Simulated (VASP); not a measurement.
Be2C, 3 atoms in the cell. The structure is cubic, space group Fm-3m (No. 225). The conventional cell has a = 4.267 Å, b = 4.267 Å, c = 4.267 Å, α = 90.00°, β = 90.00°, γ = 90.00°. Around Be (site symmetry -43m) lie 4 C at 1.85 Å. C (site symmetry m-3m) is surrounded by 8 Be at 1.85 Å. 

| Quantity | Value |
| --- | --- |
| Program | VASP 6.6.1 |
| Task | relaxation of cell and atoms |
| Functional | LDA |
| Potentials or basis | VASP PAW LDA potentials, release 64 (Be, C) |
| Cutoff | 600 eV |
| k mesh | 12 × 12 × 12 |
| Occupations | gaussian, width 0.02 eV |
| Spin | no spin polarisation |
| Dipole correction | no |
| Further INCAR settings | ALGO = Normal; EDIFF = 1e-07; IBRION = 2; EDIFFG = -0.005; NSW = 100; ISIF = 3 |

Potentials or basis: VASP PAW LDA potentials, release 64 (Be, C).

Run with:

```sh
$ cat potpaw_LDA.64/Be/POTCAR potpaw_LDA.64/C/POTCAR > POTCAR
$ mpirun -np 1 vasp_std > vasp.out
```

Hardware: 1 thread of AMD EPYC 9R45 96-Core Processor (Zen 5), on a shared host.

Question: Estimate the wall time of this run.

Answer: Wall time 14 s on 1 thread of AMD EPYC 9R45 96-Core Processor (Zen 5), on a shared host, peak memory 0.1 GiB. Counts: scf iterations 22, k points 72, ion steps 3.
